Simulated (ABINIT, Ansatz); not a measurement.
# A GW chain in ABINIT: NaF (Villiaumite), part 3 of 3

How does a plane-wave GW calculation on NaF (Villiaumite) run from the first input to the gap?

ABINIT 10.8.3; PBE and many-body steps on it, plane waves. Known limits of the many-body steps: not at the basis limit.

So far. Step 4 (Empty states on the mesh, 6×6×6 mesh, 463 bands): On this mesh the gap is 6.390 eV. Step 5 (Screening, 6×6×6 mesh, 455 bands, screening to 435.4 eV): Local fields lower ε∞ by 5 %.

The database entry behind the starting cell differs from later determinations by our own check (0.1 to 0.3 % short, probably kX units), so it need not match the best structure at ambient conditions.

**6. Self-energy, 6×6×6 mesh, 455 bands, screening to 435.4 eV**

The self-energy is evaluated for the states that the input lists, and the levels follow from it, in one-shot runs by the linearised quasiparticle equation.

This step: G0W0 on PBE, plane waves, norm-conserving pseudopotentials.

Contents of run.abi:

```
acell 3*1.0 Angstrom
rprim 
  0.000000000000 2.310000000000 2.310000000000
  2.310000000000 0.000000000000 2.310000000000
  2.310000000000 2.310000000000 0.000000000000
ntypat 2
znucl 11 9
natom 2
typat 1 2
xred 
  0.000000000000 0.000000000000 0.000000000000
  0.500000000000 0.500000000000 0.500000000000
pp_dirpath "pseudos"
pseudos "Na.upf, F.upf"
ecut 38
ngkpt 6 6 6
nshiftk 1
shiftk 0 0 0
kptopt 1
chksymbreak 0
istwfk *1
occopt 1
irdwfk 1
optdriver 4
nband 455
gwcalctyp 0
ecutsigx 38
symsigma 1
nkptgw 1
kptgw 
  0.0000000000 0.0000000000 0.0000000000
bdgw 
  6 12
ecuteps 16
irdscr 1
ppmodel 1
indata_prefix "in"
outdata_prefix "out"
tmpdata_prefix "tmp"
```

Run with:

```console
$ OMP_NUM_THREADS=1 mpirun -n 4 abinit run.abi > log
```

Numbers of over 12 decimals in the logs are rounded to 6 here.

The program printed:

```text
.Version 10.8.3 of ABINIT. v10.8.2 released Aug 2026.

 Symmetries : space group Fm -3 m (#225); Bravais cF (face-center cubic)
[... echo of the input left out ...]
== DATASET  1 ==================================================================
-   mpi_nproc: 4, omp_nthreads: 1 (-1 if OMP is not activated)

--- !DatasetInfo
iteration_state: {dtset: 1, }
dimensions: {natom: 2, nkpt: 16, mband: 455, nsppol: 1, nspinor: 1, nspden: 1, mpw: 1874, }
cutoff_energies: {ecut:  38.0, pawecutdg:  -1.0, }
electrons: {nelect:   1.60000000E+01, charge:   0.00000000E+00, occopt:   1.00000000E+00, tsmear:   1.00000000E-02, }

 SIGMA: Calculation of the GW corrections

 Based on a program developped by R.W. Godby, V. Olevano, G. Onida, and L. Reining.
 Incorporated in ABINIT by V. Olevano, G.-M. Rignanese, and M. Torrent.
.Using double precision arithmetic ; gwpc =  8

[... cell and pseudopotentials left out ...]
--------------------------------------------------------------------------------

 ==== K-mesh for the wavefunctions ====
 Number of points in the irreducible wedge :    16
[... list of points left out ...]
 Together with 48 symmetry operations and time-reversal symmetry
 yields   216 points in the full Brillouin Zone.

 ==== Q-mesh for screening function ====
 Number of points in the irreducible wedge :    16
[... list of points left out ...]
 Together with 48 symmetry operations and time-reversal symmetry
 yields   216 points in the full Brillouin Zone.

 vcoul_init : cutoff-mode = AUXILIARY_FUNCTION
 q-points for optical limit:   1
     1)      0.000010    0.000020    0.000030
 setmesh: FFT mesh size selected  =    36x   36x   36
          total number of points  =        46656

 Number of electrons calculated from density =   16.0000; Expected =   16.0000
 average of density, n =  0.096174
 r_s =    1.3540
 omega_plasma =   29.9147 [eV]

 === KS Band Gaps ===
  >>>> For spin  1
   Minimum direct gap =   6.3895 [eV], located at k-point      :   0.0000  0.0000  0.0000
   Fundamental gap    =   6.3895 [eV], Top of valence bands at :   0.0000  0.0000  0.0000
                                       Bottom of conduction at :   0.0000  0.0000  0.0000
 SIGMA fundamental parameters:
 PLASMON POLE MODEL  1
 number of plane-waves for SigmaX                 1837
 number of plane-waves for SigmaC and W            531
 number of plane-waves for wavefunctions          1837
 number of bands                                   455
 number of independent spin polarizations            1
 number of spinorial components                      1
 number of k-points in IBZ                          16
 number of q-points in IBZ                          16
 number of symmetry operations                      48
 number of k-points in BZ                          216
 number of q-points in BZ                          216
 number of frequencies for dSigma/dE                 9
 frequency step for dSigma/dE [eV]                0.25
 number of omega for Sigma on real axis              0
 max omega for Sigma on real axis  [eV]           0.00
 zcut for avoiding poles [eV]                     0.10

 EPSILON^-1 parameters (SCR file):
 dimension of the eps^-1 matrix on file            531
 dimension of the eps^-1 matrix used               531
 number of plane-waves for wavefunctions          1837
 number of bands                                   455
 number of q-points in IBZ                          16
 number of frequencies                               2
 number of real frequencies                          1
 number of imag frequencies                          1

 matrix elements of self-energy operator (all in [eV])

 Perturbative Calculation

--- !SelfEnergy_ee
iteration_state: {dtset: 1, }
kpoint     : [   0.000,    0.000,    0.000, ]
spin       : 1
KS_gap     :    6.390
QP_gap     :   10.786
Delta_QP_KS:    4.397
data: !SigmaeeData |
     Band     E0 <VxcDFT>   SigX SigC(E0)      Z dSigC/dE  Sig(E)    E-E0       E
        6  -1.330 -22.508 -30.235   3.980   0.821  -0.218 -25.583  -3.075  -4.405
        7  -1.330 -22.508 -30.235   3.980   0.821  -0.218 -25.583  -3.075  -4.405
        8  -1.330 -22.508 -30.235   3.980   0.821  -0.218 -25.583  -3.075  -4.405
        9   5.060  -9.465  -5.324  -2.679   0.904  -0.107  -8.144   1.321   6.381
       10  17.827  -7.169  -2.170  -3.245   0.906  -0.104  -5.580   1.589  19.416
       11  17.827  -7.169  -2.170  -3.245   0.906  -0.104  -5.580   1.589  19.416
       12  17.827  -7.169  -2.170  -3.245   0.906  -0.104  -5.580   1.589  19.416

== END DATASET(S) ==============================================================
================================================================================

 -outvars: echo values of variables after computation  --------
           etotal      0.0000000000E+00
            nband         455
             nkpt          16
          spgroup         225
 [... the other variables as echoed above ...]

 Calculation completed.
```

Wall time 2.4 min (4 MPI ranks of Intel Xeon Platinum 8488C (Sapphire Rapids), shared host); peak memory 3.8 GiB.

This step gave:

```
G0W0 gap on the points computed              : 10.79 eV
starting gap on the mesh                     : 6.390 eV
k of the valence top                         : 0, 0, 0
k of the conduction bottom                   : 0, 0, 0
Z at the valence top                         : 0.821
Z at the conduction bottom                   : 0.904
least direct G0W0 gap on the computed points : 10.79 eV
```

The gap on the mesh goes from 6.39 eV to 10.79 eV, a correction of +4.40 eV.

Limits: finite bands, cutoff and mesh. v1 is the top filled band, c1 the lowest empty one. The levels before and after the correction (eV, zero at the valence-band top of each column):

```
           conduction bottom  valence top
Kohn-Sham               6.39         0.00
     G0W0              10.79         0.00
```

```
             level  energy (eV)
Kohn-Sham  Γ v3-v1        0.000
Kohn-Sham     Γ c1        6.390
Kohn-Sham  Γ c2-c4       19.156
     G0W0  Γ v3-v1        0.000
     G0W0     Γ c1       10.786
     G0W0  Γ c2-c4       23.821
```

**7. Where the time went**

Times are wall times on 4 MPI ranks of Intel Xeon Platinum 8488C (Sapphire Rapids), shared host, good to a factor of about two.

```
                          step     time  share  memory (GiB)
                  ground state    8.6 s    1 %          0.31
bands along the symmetry lines    5.2 s    0 %          0.29
      empty states on the mesh     19 s    2 %           1.1
                     screening   15 min   84 %           3.6
                   self-energy  2.4 min   13 %           3.8
```

**8. Outcome**

| Quantity | Value |
| --- | --- |
| PBE gap | 6.39 eV, direct |
| G0W0 gap on the mesh | 10.79 eV |
| GW settings | 6×6×6 mesh, 455 bands, screening to 435.4 eV, Godby-Needs plasmon pole |
| known limits | not at the basis limit |

In words: G0W0 moves the gap on the mesh from 6.39 eV to 10.79 eV (+4.40 eV), with Z of 0.82 and 0.90 at the edges. Local fields lower the RPA ε∞ on this mesh from 1.90 to 1.80. Only 1 of the mesh's irreducible points was corrected, so a valley elsewhere could overtake. The dearest step here is «screening». Bands and cutoff are finite, so the gap is not at the basis limit. The miss can reach some tenths of an eV and take either sign; the mesh is an error of its own. In the G0W0 run levels were corrected at 1 k point alone, so a gap called «on the mesh» is the least over those, and an edge elsewhere would be missed.

[Paths, hosts, dates, memory and timing lines, banners, echoed tables and standing remarks are left out of the program output.]

[Logs are printed without paths, hosts, clocks, repeated set-up lines and the standing remarks that a program may print on its own settings, such as how far it seeks lower states.]

[Runs of the session that timed out or met a known fault of the program may be left out.]

[Hosts, paths, dates, database ids (printed as entryN), source tags and the programs' standing remarks are cut or masked in the printed files.]

[G0W0 gaps are taken among the corrected bands and points alone; a level outside them can change the order at an edge.]

[Where Ansatz stands beside ABINIT at settings called matched, ABINIT's density can come from a denser mesh and the files from another edition; pairs whose starting gaps differed by over 0.03 eV were left out, so agreement reads better than it is.]
